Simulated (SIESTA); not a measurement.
MoS2: elastic constants with PBEsol

Crystal: MoS2.

```xyz
3
Lattice="3.1881 0.0000 0.0000 -1.5940 2.7610 0.0000 0.0001 0.0000 5.8614" Properties=species:S:1:pos:R:3 pbc="T T T"
Mo    0.0000    0.0000    2.9307
S     1.5940    0.9203    4.5101
S     0.0001    1.8406    1.3514
```

Measurements of this composition are mostly on another form, of space group No. 194.

The cell isn't the ideal one: cell relaxed.

```yaml
Program: SIESTA 5.4.2
Task: elastic constants
Functional: PBEsol
Potentials_or_basis: PseudoDojo 0.4 standard (PBEsol files)
Basis: DZP (energy shift 0.003 Ry; two zetas on semicore shells)
Grid_cutoff: 800 Ry
Energy_shift: 0.003 Ry
k_mesh: 7 × 7 × 3
Occupations: fermi-dirac, width 0.05 eV
Spin: no spin polarisation
force_tolerance: 0.005 eV/Å
Hamiltonian_tolerance: 0.0001 eV
density-matrix_tolerance: 1e-05
```

The voigt bulk modulus is 64 GPa.

Elastic tensor in Voigt notation (GPa, in the Cartesian axes of the cell as first typed):
```
195   7  33  11   0   0
  7 197  33 -11   0   0
 33  33  35   0   0   0
 11 -11   0  23   0   0
  0   0   0   0  24  10
  0   0   0   0  10  93
```

All runs of the series together: 26 min on 1 thread of Intel(R) Xeon(R) 6975P-C (Granite Rapids), with other jobs on the host.

Caveat: the basis of atomic orbitals isn't converged, which shifts pressures, moduli and gaps.
